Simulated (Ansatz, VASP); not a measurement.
**BeTe: VASP beside Ansatz**

INCAR

```
ALGO = Normal
EDIFF = 1E-7
ENCUT = 520
GGA = PE
ISIF = 2
ISMEAR = -1
LASPH = True
LCHARG = False
LREAL = False
LWAVE = False
NBANDS = 11
NELM = 60
PREC = Accurate
SIGMA = 0.02
```

Contents of KPOINTS:

```
k-points
0
Gamma
  8 8 8
```

POSCAR

```
BeTe
1.0
    0.0000000000      2.8286228811      2.8286228811
    2.8286228811      0.0000000000      2.8286228811
    2.8286228811      2.8286228811      0.0000000000
Be Te
1 1
Direct
    0.0000000000      0.0000000000      0.0000000000
    0.2500000000      0.2500000000      0.2500000000
```

Input for Ansatz:

```yaml
crystal:
  lattice:
    - [0.0, 2.8286228811, 2.8286228811]
    - [2.8286228811, 0.0, 2.8286228811]
    - [2.8286228811, 2.8286228811, 0.0]
  atoms:
    - { symbol: Be, position: [0.0, 0.0, 0.0] }
    - { symbol: Te, position: [0.25, 0.25, 0.25] }
kpoints:
  mp_grid: { grid: [8, 8, 8] }
  band_path:
    path:
      - [[0.0, 0.0, 0.0], [-0.5, -0.5, -1.819374999607e-33], [-0.375, -0.375, 0.25]]
      - [[-0.375, -7.165431908765e-19, 0.375], [0.0, 0.0, 0.0], [-4.776954605843e-19, -4.776954605843e-19, 0.5], [-0.5, -0.25, 0.25], [-0.5, -0.5, -1.819374999607e-33]]
    npoints: 10
hamiltonian:
  xc: pbe
scf:
  occupations: { method: fermi_dirac, width: 0.02 }
  n_extra_bands: 4
output:
  forces: true
  stress: true
  eigenvalues: true
```

Alike in both runs: task single point; functional PBE; k mesh 8 × 8 × 8; occupations fermi-dirac, width 0.02 eV; no spin polarisation.

```csv
,VASP,Ansatz
version,VASP 6.6.1,Ansatz 0.2.0
potentials or method,"VASP PAW PBE potentials, release 64 (Be, Te)","plane waves, PAW"
plane-wave cutoff (eV),520,420
valence electrons in the cell,8,18
```

VASP gave:

```
gap on the k mesh at the Fermi level (eV) : 2.01
pressure (GPa)                            : 0.3
```

Problem. What did Ansatz give for the same quantities?

Solution. gap on the k mesh at the Fermi level (eV): 2.02; pressure (GPa): 0.2.

The two sets of potentials don't hold the same shells in valence.

Caveats: spin-orbit coupling is left out, which moves the levels of the heavy elements. As with any semilocal functional, this PBE gap is likely too small. A k mesh can miss the band edges.
